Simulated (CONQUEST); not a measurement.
# I (I4/mmm) in CONQUEST: reference runs

Aim: a first look at I with PBE, on the cell as given.

Program: CONQUEST 1.3. These are calculated values, not measurements. Logs are shortened: lines on timing, memory, paths and dates and some standing lists are left out, and cuts for length are marked.

## Step 1: The structure

Symmetry: I4/mmm, No. 139, tetragonal system. Conventional cell: a = 3.235 Å, b = 3.235 Å, c = 8.530 Å, α = 90.00°, β = 90.00°, γ = 90.00°. I (site symmetry 4/mmm) is surrounded by 4 I at 3.23 Å.

## Step 2: Single point, PBE

Contents of Conquest_input:

```
IO.Title I
IO.Coordinates coords.dat
IO.FractionalAtomicCoords T
IO.Iprint 2
IO.Iprint_init 1
General.NumberOfSpecies 1
General.PseudopotentialType hamann
AtomMove.TypeOfRun static
AtomMove.FullStress T
Grid.GridCutoff 120
DM.SolutionMethod diagon
Diag.MPMesh T
Diag.GammaCentred T
Diag.MPMeshX 8
Diag.MPMeshY 8
Diag.MPMeshZ 3
Diag.kT 0.00183747
minE.SCTolerance 1e-6
SC.MaxIters 100
IO.AtomChargeOutput T
IO.DumpChargeDensity T
IO.DumpTotPot T
%block ChemicalSpeciesLabel
1 126.900 I
%endblock
```

Contents of coords.dat:

```
    6.1130977173     0.0000000000     0.0000000000
    0.0000000000     6.1130977173     0.0000000000
    0.0000000000     0.0000000000    16.1186381882
2
  0.0000000000   0.0000000000   0.0000000000 1 T T T
  0.5000000000   0.5000000000   0.5000000000 1 T T T
```

Potentials or basis: PseudoDojo NC PBE, DZP, grid cutoff 120 Ha.

On the command line:

```
> Conquest
```

What it wrote:

```text
Simulation cell dimensions:     6.1131 a0 x     6.1131 a0 x    16.1186 a0

      Atomic coordinates (a0)
         Atom         X         Y         Z  Species
            1    0.0000    0.0000    0.0000        1
            2    3.0565    3.0565    8.0593        1

         Monkhorst-Pack mesh:   8 x   8 x   3 gamma-centred
        This calculation includes non-local pseudopotentials,
         with a maximum core radius of      6.50326912

    Job title: I
    Job to be run: static calculation

[... 5 lines left out ...]
      Using Fermi-Dirac smearing

    Integration grid size:     32 x   32 x   80

    Integration grid spacing:  0.191 a0 x 0.191 a0 x 0.201 a0

    Number of species:  1
    --------------------------------------------------------
    |   #  mass (au)  Charge (e)  SF Rad (a0)  NSF  Label  |
    --------------------------------------------------------
    |   1    126.900       7.000        6.850   13  I      |
    --------------------------------------------------------
          SCF tolerance:                 0.00000100
          SCF iterations:               100

    The functional used will be GGA PBE96

           radial cut-off to be used is taken to be max PAO cut-off radius for this species:    6.503269

           greatest ang. mom. for making density from PAOs:  2
    Minimum blocs/proc is     1280. Maximum blocs/proc is     1280
    set_atom_dens: In set_atomic_density, electrons :      14.000000000000
 matrix_size & matrix_size_padH =           26          26

    Screened ion int: energy:     -19.185390935254 Ha

    new_SC_potl: Starting.  Tolerance:  0.10000E-05

    PulayMixSC: Starting Pulay mixing, A_up =  0.500 A_dn =  0.500
    PulayMixSC: Spin non-polarised calculation.
          Harris-Foulkes Energy            :       -25.853067275637528 Ha
          GroundState Energy (E-(1/2)TS)   :       -25.853361562459149 Ha
          Free Energy (E-TS)               :       -25.853655849280766 Ha
          DFT Total Energy                 :       -25.845072610778466 Ha
          Total number of electrons        :        13.999999999999503
    PulayMixSC: Pulay iteration     1 residual:              0.28965E-02
          Harris-Foulkes Energy            :       -25.847452151263639 Ha
          GroundState Energy (E-(1/2)TS)   :       -25.847750784711909 Ha
          Free Energy (E-TS)               :       -25.848049418160180 Ha
          DFT Total Energy                 :       -25.846126340220223 Ha
          Total number of electrons        :        14.000018324030689
    PulayMixSC: Pulay iteration     2 residual:              0.12051E-02
          Harris-Foulkes Energy            :       -25.846313920316877 Ha
          GroundState Energy (E-(1/2)TS)   :       -25.846615266192959 Ha
          Free Energy (E-TS)               :       -25.846916612069037 Ha
          DFT Total Energy                 :       -25.846308205441659 Ha
          Total number of electrons        :        14.000033211224640
    PulayMixSC: Pulay iteration     3 residual:              0.91892E-04
          Harris-Foulkes Energy            :       -25.846309814934600 Ha
          GroundState Energy (E-(1/2)TS)   :       -25.846611069423897 Ha
          Free Energy (E-TS)               :       -25.846912323913195 Ha
          DFT Total Energy                 :       -25.846309837072180 Ha
          Total number of electrons        :        14.000035716446071
    PulayMixSC: Pulay iteration     4 residual:              0.62384E-05
          Harris-Foulkes Energy            :       -25.846309980365419 Ha
          GroundState Energy (E-(1/2)TS)   :       -25.846611225859622 Ha
          Free Energy (E-TS)               :       -25.846912471353825 Ha
          DFT Total Energy                 :       -25.846309978763017 Ha
          Total number of electrons        :        14.000036876326659
    PulayMixSC: Pulay iteration     5 residual:              0.14777E-05
          Harris-Foulkes Energy            :       -25.846309658222626 Ha
          GroundState Energy (E-(1/2)TS)   :       -25.846610907875633 Ha
          Free Energy (E-TS)               :       -25.846912157528642 Ha
          DFT Total Energy                 :       -25.846309658230073 Ha
          Total number of electrons        :        14.000037203505169
    PulayMixSC: Pulay iteration     6 residual:              0.88822E-07
    PulayMixSC: Reached SCF tolerance of  0.88822E-07 after      6 iterations
      | Number of electrons      =        14.000037
      |* band energy as 2Tr[K.H] =        -5.263473884925053 Ha
      |  screened ion-ion energy =       -19.185390935253679 Ha
      |  Ha correction           =         0.174617480232744 Ha
      |  XC correction           =        -1.572062326977737 Ha
      | GS Energy as E-(1/2)TS   =       -25.846610907875633 Ha
      | Free Energy as E-TS      =       -25.846912157528642 Ha
      |* Harris-Foulkes energy   =       -25.846309658222626 Ha
      |* DFT total energy        =       -25.846309658230073 Ha
      |  estimated accuracy      =         0.000000000007446 Ha

    force: Forces on atoms (Ha/a0)
    force:  Atom   X              Y              Z
    force:     1  -0.0000000000   0.0000000000  -0.0000000000
    force:     2   0.0000000000  -0.0000000000   0.0000000000

    force: Maximum force :        0.00000000(Ha/a0) on atom         1 in z direction
    force: Force Residual:        0.00000000 Ha/a0
    force: Total stress:         -1.32799744     0.00000000    -0.00000000 GPa
                             0.00000000    -1.32799744     0.00000000
                             0.00000000     0.00000000     0.62120101
    force: Average pressure:      0.67826462 GPa

    force: Finished force
    get_E_and_F: Change in energy during last step of electronic optimisation:  0.32214E-06

    BIBLIOGRAPHY: Please consider citing the following references in the conquest.bib file

    CONQUEST:         Bowler2002pt, Miyazaki2004, Nakata2020
    Basis:            Bowler2019
    DM:               Bowler:2006xr
    Pseudopotentials: Hamann2013, Bowler2019
    XC functional:    Perdew1996
```

Wall time 8.4 s (1 thread of INTEL XEON PLATINUM 8581C at 2.30GHz (Emerald Rapids), shared host); peak memory 0.22 GiB.

What came out:

```yaml
Free_energy: -703.3303 eV
Pressure: 0.7 GPa
Band_gap_on_the_k_mesh: none (metal or under the smearing width)
```

Stress tensor (GPa, compression positive):
```
 1.33  0.00  0.00
 0.00  1.33  0.00
 0.00  0.00 -0.62
```

Levels at points of the mesh, in eV from the Fermi level:
```
           k point  band 5  band 6  band 7  band 8  band 9  band 10
(0.00, 0.00, 0.00)    0.79    0.79    0.88    0.88    7.49     7.54
(0.00, 0.50, 0.00)   -1.58   -1.58    1.77    1.77    6.97     6.97
(0.50, 0.00, 0.00)   -1.58   -1.58    1.77    1.77    6.97     6.97
(0.50, 0.50, 0.00)   -3.76   -3.76   -0.39   -0.39    4.71     4.71
```

Caveat: the box holds several primitive cells, so bands are folded and the points are those of the box's own zone; this functional lacks dispersion, which binds the layers, so the pressure and a relaxed spacing across them are unreliable; the basis of atomic orbitals isn't converged, which shifts pressures, moduli and gaps.
